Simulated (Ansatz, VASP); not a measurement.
Si2C: VASP beside Ansatz

File INCAR:

```
PREC = Accurate
ENCUT = 520
EDIFF = 1E-6
ISMEAR = 0
SIGMA = 0.1
LREAL = F
LASPH = T
NELM = 100
ALGO = Normal
ISIF = 2
LWAVE = F
LCHARG = F
GGA = PE
NBANDS = 21
```

Contents of KPOINTS:

```
regular mesh
0
Gamma
  4 4 6
```

POSCAR

```
Si2C
1.0
    4.9770343724      0.0000000000      0.0000000000
    0.0000000000      4.9770343724      0.0000000000
    0.0000000000      0.0000000000      3.2057128228
Si C
4 2
Direct
    0.3060000000      0.3060000000      0.0000000000
    0.1940000000      0.8060000000      0.5000000000
    0.6940000000      0.6940000000      0.0000000000
    0.8060000000      0.1940000000      0.5000000000
    0.0000000000      0.0000000000      0.0000000000
    0.5000000000      0.5000000000      0.5000000000
```

Input for Ansatz:

```yaml
crystal:
  lattice:
    - [4.9770343724, 0.0, 0.0]
    - [0.0, 4.9770343724, 0.0]
    - [0.0, 0.0, 3.2057128228]
  atoms:
    - { symbol: Si, position: [0.306, 0.306, 0.0] }
    - { symbol: Si, position: [0.194, 0.806, 0.5] }
    - { symbol: Si, position: [0.694, 0.694, 0.0] }
    - { symbol: Si, position: [0.806, 0.194, 0.5] }
    - { symbol: C, position: [0.0, 0.0, 0.0] }
    - { symbol: C, position: [0.5, 0.5, 0.5] }
basis:
  ecutwfc: 420
kpoints:
  mp_grid: { grid: [4, 4, 6] }
hamiltonian:
  xc: pbe
scf:
  occupations: { method: gaussian, width: 0.1 }
  lower_state_search: "off"
output:
  forces: true
  stress: true
  eigenvalues: true
```

Alike in both runs: task single point; functional PBE; k mesh 4 × 4 × 6; occupations gaussian, width 0.1 eV; no spin polarisation.

|  | VASP | Ansatz |
| --- | --- | --- |
| version | VASP 6.6.1 | Ansatz 0.2.0 |
| potentials or method | VASP PAW PBE potentials, release 64 (Si, C) | scalar-relativistic, plane waves, PAW |
| plane-wave cutoff (eV) | 520 | 420 |
| valence electrons in the cell | 24 | 24 |

|  | VASP | Ansatz | Ansatz less VASP |
| --- | --- | --- | --- |
| gap on the k mesh at the Fermi level (eV) | none | none | - |
| pressure (GPa) | -6.6 | -6.6 | -0.03 |
| largest component of the traceless stress (GPa) | 10.62 | 10.63 | +0.010 |
| rms of the force components (eV/Å) | 0.276 | 0.278 | +0.0022 |

Atom by atom the forces differ by 0.002 eV/Å (rms over components). A gap of «none» marks a metal or a gap that the smearing closes. The functional is the same, so the differences come from potentials, cutoffs and numerics.
